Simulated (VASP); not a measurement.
# Hf (Im-3m) in VASP: notebook

One crystal, Hf, is run at these levels: PBEsol; tasks: relaxation of cell and atoms.

All numbers are computed with VASP 6.6.1; they aren't measurements. Logs are shortened: lines on timing, memory, paths and dates and some standing lists are left out, and cuts for length are marked.

## 1. The structure

It takes space group Im-3m (No. 229, cubic). The conventional cell has a = 3.379 Å, b = 3.379 Å, c = 3.379 Å, α = 90.00°, β = 90.00°, γ = 90.00°. Hf (site symmetry m-3m) is surrounded by 8 Hf at 2.93 Å.

This isn't the form of Hf at room conditions, which is hcp.

## 2. Relaxation of cell and atoms, PBEsol, target pressure 0.0001 GPa, at which the enthalpy is minimised

The input, INCAR:

```
PREC = Accurate
ENCUT = 700
EDIFF = 1E-7
ISMEAR = 0
SIGMA = 0.1
LREAL = False
LASPH = True
NELM = 80
ALGO = Normal
ISIF = 3
LWAVE = False
LCHARG = False
GGA = PS
IBRION = 2
NSW = 80
EDIFFG = -0.002
PSTRESS = 0.001
```

The input, KPOINTS:

```
regular mesh
0
Gamma
  16 16 16
```

The input, POSCAR:

```
Hf                                      
1.0
   -1.6894202470      1.6894202470      1.6894202470
    1.6894202470     -1.6894202470      1.6894202470
    1.6894202470      1.6894202470     -1.6894202470
  Hf            
     1
Direct
     0.0000000000000000    0.0000000000000000    0.0000000000000000
```

Potentials or basis: VASP PAW PBE potentials, release 64 (Hf_pv).

On the command line:

```sh
cat potpaw_PBE.64/Hf_pv/POTCAR > POTCAR
mpirun -np 1 vasp_std > vasp.out
```

OUTCAR:

```text
PREC = Accurate
   ENCUT = 700
   EDIFF = 1E-7
   ISMEAR = 0
   LREAL = False
   LASPH = True
   NELM = 80
   ISIF = 3
   GGA = PS
   IBRION = 2
   NSW = 80
   EDIFFG = -0.002
   PSTRESS = 0.001

 ion  position               nearest neighbor table
   1  0.000  0.000  0.000-

  LATTYP: Found a body centered cubic cell.
 ALAT       =     3.3788404940

  Lattice vectors:

 A1 = (  -1.6894202470,   1.6894202470,   1.6894202470)
 A2 = (   1.6894202470,  -1.6894202470,   1.6894202470)
 A3 = (   1.6894202470,   1.6894202470,  -1.6894202470)

Analysis of symmetry for initial positions (statically):
=====================================================================
 Subroutine PRICEL returns:
 Original cell was already a primitive cell.

 Routine SETGRP: Setting up the symmetry group for a
 body centered cubic supercell.

 Subroutine GETGRP returns: Found 48 space group operations
 (whereof 48 operations were pure point group operations)
 out of a pool of 48 trial point group operations.

The static configuration has the point symmetry O_h .

Analysis of symmetry for dynamics (positions and initial velocities):
=====================================================================
 Subroutine PRICEL returns:
 Original cell was already a primitive cell.

 Routine SETGRP: Setting up the symmetry group for a
 body centered cubic supercell.

 Subroutine GETGRP returns: Found 48 space group operations
 (whereof 48 operations were pure point group operations)
 out of a pool of 48 trial point group operations.

The dynamic configuration has the point symmetry O_h .

 Subroutine INISYM returns: Found 48 space group operations
 (whereof 48 operations are pure point group operations),
 and found     1 'primitive' translations

----------------------------------------------------------------------------------------

                                     Primitive cell

  volume of cell :      19.2874

  direct lattice vectors                    reciprocal lattice vectors
    -1.689420247  1.689420247  1.689420247     0.000000000  0.295959517  0.295959517
     1.689420247 -1.689420247  1.689420247     0.295959517  0.000000000  0.295959517
     1.689420247  1.689420247 -1.689420247     0.295959517  0.295959517  0.000000000

  length of vectors
     2.926161703  2.926161703  2.926161703     0.418549963  0.418549963  0.418549963

  position of ions in fractional coordinates (direct lattice)
     0.000000000  0.000000000  0.000000000

  ion indices of the primitive-cell ions
   primitive index   ion index
                 1           1

----------------------------------------------------------------------------------------

 KPOINTS: regular mesh

Automatic generation of k-mesh.
 Grid dimensions read from file:
 generate k-points for:   16   16   16

 Generating k-lattice:

  Cartesian coordinates                     Fractional coordinates (reciprocal lattice)
     0.000000000  0.018497470  0.018497470     0.062500000  0.000000000  0.000000000
     0.018497470  0.000000000  0.018497470     0.000000000  0.062500000  0.000000000
     0.018497470  0.018497470  0.000000000     0.000000000  0.000000000  0.062500000

  Length of vectors
     0.026159373  0.026159373  0.026159373

  Shift w.r.t. Gamma in fractional coordinates (k-lattice)
     0.000000000  0.000000000  0.000000000

 Subroutine IBZKPT returns following result:
 ===========================================

 Found    145 irreducible k-points:

 Following reciprocal coordinates:
            Coordinates               Weight
  0.000000  0.000000  0.000000      1.000000
  0.062500  0.000000  0.000000     12.000000
  0.125000  0.000000  0.000000     12.000000
  0.187500  0.000000  0.000000     12.000000
  0.250000  0.000000  0.000000     12.000000
  0.312500  0.000000  0.000000     12.000000
[... 16 lines left out ...]
  0.187500  0.187500  0.000000     24.000000
  0.250000  0.187500  0.000000     48.000000
 [... further k-points ...]
   k-points           NKPTS =    145   k-points in BZ     NKDIM =    145   number of bands    NBANDS=      9
   number of dos      NEDOS =    301   number of ions     NIONS =      1
   total plane-waves  NPLWV =  21952
   dimension x,y,z NGX =    28 NGY =   28 NGZ =   28
   dimension x,y,z NGXF=    56 NGYF=   56 NGZF=   56
   ions per type =               1
   NGX,Y,Z   is equivalent  to a cutoff of  15.91, 15.91, 15.91 a.u.
   NGXF,Y,Z  is equivalent  to a cutoff of  31.82, 31.82, 31.82 a.u.
 SYSTEM =  unknown system
   PREC   = accura    normal or accurate (medium, high low for compatibility)
   ISTART =      0    job   : 0-new  1-cont  2-samecut
   ICHARG =      2    charge: 1-file 2-atom 10-const
   ISPIN  =      1    spin polarized calculation?
   LNONCOLLINEAR =      F non collinear calculations
   LSORBIT =      F    spin-orbit coupling
   LASPH  =      T    aspherical Exc in radial PAW
   ENCUT  =  700.0 eV  51.45 Ry    7.17 a.u.   6.31  6.31  6.31*2*pi/ulx,y,z
   NELM   =     80;   NELMIN=  2; NELMDL= -5     # of ELM steps
   EDIFF  = 0.1E-06   stopping-criterion for ELM
   LREAL  =      F    real-space projection
   EDIFFG = -.2E-02   stopping-criterion for IOM
   NSW    =     80    number of steps for IOM
   IBRION =      2    ionic relax: 0-MD 1-quasi-New 2-CG
   NFREE  =      1    steps in history (QN), initial steepest desc. (CG)
   ISIF   =      3    stress and relaxation
   ISYM   =      2    0-nonsym 1-usesym 2-fastsym
   POTIM  = 0.5000    time-step for ionic-motion
   TEBEG  =    0.0;   TEEND  =   0.0 temperature during run
   PSTRESS=    0.0 pullay stress
   NELECT =      10.0000    total number of electrons
   NUPDOWN=      -1.0000    fix difference up-down
   EMIN   =  10.00;   EMAX   =-10.00  energy-range for DOS
   EFERMI =   0.00;   METHOD = LEGACY
   ISMEAR =     0;   SIGMA  =   0.10  broadening in eV -4-tet -1-fermi 0-gaus
   EFERMI_NEDOS =   21; number of points for ismear=-14 and -15
   IALGO  =     38    algorithm
   IMIX   =      4    mixing-type and parameters
     AMIX     =   0.40;   BMIX     =  1.00
     AMIX_MAG =   1.60;   BMIX_MAG =  1.00
  volume/ion in A,a.u.               =      19.29       130.16
  Fermi-wavevector in a.u.,A,eV,Ry     =   1.315176  2.485322 23.533825  1.729687
  Thomas-Fermi vector in A             =   2.445377
   LORBIT       =      0    0 simple, 1 ext, 2 COOP (PROOUT), +10 PAW based schemes
   GGA     = PS    functional components
   LHFCALC =     F    Hartree Fock is set to
   AEXX    =    0.0000 exact exchange contribution
   IVDW    =     0    specifies the selected vdW correction
   LEPSILON=     F    determine dielectric tensor
   LRPA    =     F    only Hartree local field effects (RPA)
 conjugate gradient relaxation of ions
 non-spin polarized calculation
 Gauss-broadening in eV      SIGMA  =   0.10
  energy-cutoff  :      700.00
  volume of cell :       19.29
 maximum number of plane-waves:       856
 NGX is ok and might be reduce to    28
   NGX = 13   NGY = 13   NGZ = 13

--------------------------------------- Ionic step        1  -------------------------------------------

 number of electron      10.0000000 magnetization

 Free energy of the ion-electron system (eV)
  ---------------------------------------------------
  ext. energy  EPLUGINS =         0.00000000
  ---------------------------------------------------
  free energy    TOTEN  =       -10.27245759 eV

  energy without entropy =      -10.26431944  energy(sigma->0) =      -10.26838852

------------------------ aborting loop because EDIFF is reached ----------------------------------------

  FORCE on cell =-STRESS in cart. coord.  units (eV):
  Direction    XX          YY          ZZ          XY          YZ          ZX
  --------------------------------------------------------------------------------------
  -------------------------------------------------------------------------------------
  Total        1.4448025      1.4448025      1.4448025      0.0000000     -0.0000000      0.0000000
  in kB      120.0178950    120.0178950    120.0178950      0.0000000     -0.0000000      0.0000000
  external PRESSURE =     120.0168950 kB  Pullay stress =       0.0010000 kB
[... 90 lines left out ...]
  FREE ENERGIE OF THE ION-ELECTRON SYSTEM (eV)
  ---------------------------------------------------
  free  energy   TOTEN  =       -10.3401744895 eV

  energy  without entropy=      -10.3329186477  energy(sigma->0) =      -10.33654657

  enthalpy is  TOTEN    =       -10.3401612236 eV   P V=        0.0000132659

[... ionic steps 4 to 14 ...]

--------------------------------------- Ionic step       15  -------------------------------------------

 number of electron      10.0000000 magnetization

------------------------ aborting loop because EDIFF is reached ----------------------------------------

  FORCE on cell =-STRESS in cart. coord.  units (eV):
  Direction    XX          YY          ZZ          XY          YZ          ZX
  --------------------------------------------------------------------------------------
  -------------------------------------------------------------------------------------
  Total        0.0028546      0.0028546      0.0028546     -0.0000000      0.0000000      0.0000000
  in kB        0.2155810      0.2155810      0.2155810     -0.0000000      0.0000000      0.0000000
  external PRESSURE =       0.2145810 kB  Pullay stress =       0.0010000 kB
[... 59 lines left out ...]
  enthalpy is  TOTEN    =       -10.3401841076 eV   P V=        0.0000132419

--------------------------------------- Ionic step       17  -------------------------------------------

 number of electron      10.0000000 magnetization

 Free energy of the ion-electron system (eV)
  ---------------------------------------------------
  ext. energy  EPLUGINS =         0.00000000
  ---------------------------------------------------
  free energy    TOTEN  =       -10.34019730 eV

  energy without entropy =      -10.33293110  energy(sigma->0) =      -10.33656420

 E-fermi :   4.7746     XC(G=0): -11.6346

 val. band max:        4.7712093574   @ k =   0.3125   0.1875   0.1250
 cond. band min:       4.7769570468   @ k =   0.5000   0.5000   0.1250
 fundamental gap:      0.0057476894
 Fermi energy:         4.7745518463

 k-point     1 :       0.0000    0.0000    0.0000
  band No.  band energies     occupation
      1     -24.7984      2.00000
      2     -24.7984      2.00000
      3     -24.7984      2.00000
      4      -2.4372      2.00000
      5       6.3245      0.00000
      6       6.3245      0.00000
      7       6.3245      0.00000
      8       9.2756      0.00000
      9       9.2756      0.00000
[... 265 lines left out ...]
 k-point    24 :       0.2500    0.1875    0.0000
  band No.  band energies     occupation
      1     -25.5711      2.00000
      2     -25.1169      2.00000
      3     -24.8829      2.00000
      4       1.5736      2.00000
      5       4.2571      2.00000
      6       4.8002      0.71668
      7       8.6610      0.00000
      8      10.0781      0.00000
      9      11.6183      0.00000

 [... further k-points ...]

------------------------ aborting loop because EDIFF is reached ----------------------------------------

  FORCE on cell =-STRESS in cart. coord.  units (eV):
  Direction    XX          YY          ZZ          XY          YZ          ZX
  --------------------------------------------------------------------------------------
  -------------------------------------------------------------------------------------
  Total       -0.0006166     -0.0006166     -0.0006166      0.0000000      0.0000000     -0.0000000
  in kB       -0.0465610     -0.0465610     -0.0465610      0.0000000      0.0000000     -0.0000000
  external PRESSURE =      -0.0475610 kB  Pullay stress =       0.0010000 kB
[... 16 lines left out ...]
  FREE ENERGIE OF THE ION-ELECTRON SYSTEM (eV)
  ---------------------------------------------------
  free  energy   TOTEN  =       -10.3401972955 eV

  energy  without entropy=      -10.3329310986  energy(sigma->0) =      -10.33656420

  enthalpy is  TOTEN    =       -10.3401840523 eV   P V=        0.0000132432

 reached required accuracy - stopping structural energy minimisation
```

It took 1.8 min on 1 thread of AMD EPYC 9R14 (Zen 4), shared host; peak memory 0.17 GiB.

What came out:

```
Free energy                                            : -10.3402 eV
Relaxed volume                                         : 21.22 Å³/atom
Relaxed cell                                           : a = 3.021 Å, b = 3.021 Å, c = 3.021 Å, α = 109.47°, β = 109.47°, γ = 109.47°
Space group after relaxing (to 0.05 Å)                 : Im-3m (No. 229)
Energy change on relaxing (the enthalpy is what falls) : -67.7 meV/atom
Ionic steps                                            : 17
Pressure after relaxing                                : 0.0 GPa
Band gap on the k mesh                                 : none (metal or under the smearing width)
```

Step by step:
| step | energy change (eV) | largest force (eV/Å) | pressure (GPa) | volume (Å³) |
| --- | --- | --- | --- | --- |
| 1 | 0.0000 | 0.0000 | 12.00 | 19.29 |
| 2 | 0.0109 | 0.0000 | -9.73 | 23.61 |
| 3 | -0.0677 | 0.0000 | -0.19 | 21.25 |
| 4 | -0.0677 | 0.0000 | 0.02 | 21.21 |
| 5 | -0.0677 | 0.0000 | 0.02 | 21.21 |
| 6 | -0.0677 | 0.0000 | 0.02 | 21.21 |
| 7 | -0.0677 | 0.0000 | 0.02 | 21.21 |
| 8 | -0.0677 | 0.0000 | 0.02 | 21.21 |
| 9 | -0.0677 | 0.0000 | 0.02 | 21.21 |
| 10 | -0.0677 | 0.0000 | 0.02 | 21.21 |
| 11 | -0.0677 | 0.0000 | 0.02 | 21.21 |
| 12 | -0.0677 | 0.0000 | 0.02 | 21.21 |
| 13 | -0.0677 | 0.0000 | 0.02 | 21.21 |
| 14 | -0.0677 | 0.0000 | 0.02 | 21.21 |
| 15 | -0.0677 | 0.0000 | 0.02 | 21.21 |
| 16 | -0.0677 | 0.0000 | 0.03 | 21.22 |
| 17 | -0.0677 | 0.0000 | 0.00 | 21.22 |

Final structure:
```xyz
1
Lattice="-1.7440 1.7440 1.7440 1.7440 -1.7440 1.7440 1.7440 1.7440 -1.7440" Properties=species:S:1:pos:R:3 pbc="T T T"
Hf    0.0000    0.0000    0.0000
```

Levels at points of the mesh, in eV from the Fermi level:
```
           k point  band 2  band 3  band 4  band 5  band 6  band 7  band 8  band 9
(0.00, 0.00, 0.00)  -29.57  -29.57   -7.21    1.55    1.55    1.55    4.50    4.50
(0.50, 0.00, 0.00)  -29.89  -29.58   -3.55   -0.60    1.31    4.35    5.42    8.10
(0.50, 0.50, 0.50)  -30.26  -30.26   -2.80   -2.80    7.19    7.19    7.19    7.66
```

Caveat: the cell is relaxed towards a set pressure, so the enthalpy falls and the energy may rise; the PAW data sets were made with another functional, which shifts forces and pressure a little.

(Part 1 of 2 ends here.)
